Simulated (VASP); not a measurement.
The system is Si.

```
Si
1.0
    -2.25100    2.36850    1.27500
     2.25100   -2.36850    1.27500
     2.25100    2.36850   -1.27500
Si
2
Direct
  0.30700 0.05700 0.25000
  0.69300 0.94300 0.75000
```

This isn't the form of Si at room conditions, which is diamond.

| Quantity | Value |
| --- | --- |
| Program | VASP 6.6.1 |
| Task | relaxation of cell and atoms |
| Functional | PBE |
| Potentials or basis | VASP PAW PBE potentials, release 64 (Si) |
| Cutoff | 520 eV |
| k mesh | 19 × 19 × 19 |
| Occupations | gaussian, width 0.1 eV |
| Spin | no spin polarisation |

At the start: pressure 15.6 GPa; volume 13.60 Å³/atom.

Q: How do energy, volume and symmetry change on relaxing?

A: Over 22 steps the energy falls by 79.7 meV/atom and the volume is 15.35 Å³/atom (+12.9 %); space group I4_1/amd (No. 141, to 0.05 Å).

Step by step:
| step | energy change (eV) | largest force (eV/Å) | pressure (GPa) | volume (Å³) |
| --- | --- | --- | --- | --- |
| 1 | 0.0000 | 0.0033 | 15.63 | 27.19 |
| 2 | -0.0882 | 0.1001 | -6.72 | 32.75 |
| 3 | -0.1424 | 0.0693 | 0.02 | 30.40 |
| 4 | -0.1423 | 0.0682 | 0.26 | 30.33 |
| 5 | -0.1432 | 0.0730 | 0.22 | 30.36 |
| 6 | -0.1437 | 0.0812 | 0.18 | 30.41 |
| 7 | -0.1445 | 0.0767 | -0.05 | 30.48 |
| 8 | -0.1457 | 0.0609 | -0.70 | 30.71 |
| 9 | -0.1463 | 0.0580 | -0.62 | 30.68 |
| 10 | -0.1477 | 0.0485 | -0.35 | 30.62 |
| 11 | -0.1498 | 0.0265 | 0.23 | 30.50 |
| 12 | -0.1502 | 0.0262 | 1.39 | 30.26 |
| 13 | -0.1507 | 0.0030 | 0.90 | 30.36 |
| 14 | -0.1513 | 0.0036 | 0.89 | 30.37 |
| 15 | -0.1530 | 0.0054 | 0.84 | 30.41 |
| 16 | -0.1560 | 0.0091 | 0.73 | 30.47 |
| 17 | -0.1590 | 0.0180 | 0.33 | 30.60 |
| 18 | -0.1591 | 0.0201 | 0.24 | 30.62 |
| 19 | -0.1591 | 0.0196 | 0.26 | 30.61 |
| 20 | -0.1593 | 0.0106 | 0.09 | 30.67 |
| 21 | -0.1594 | 0.0022 | -0.08 | 30.71 |
| 22 | -0.1594 | 0.0003 | -0.01 | 30.70 |

Final structure:
```
Si
1.0
    -2.40441    2.40446    1.32734
     2.40441   -2.40446    1.32734
     2.40441    2.40446   -1.32734
Si
2
Direct
  0.37507 0.12507 0.25000
  0.62493 0.87493 0.75000
```

Caveat: the volume moved by +13 % from the deposited cell, more than functionals usually miss.
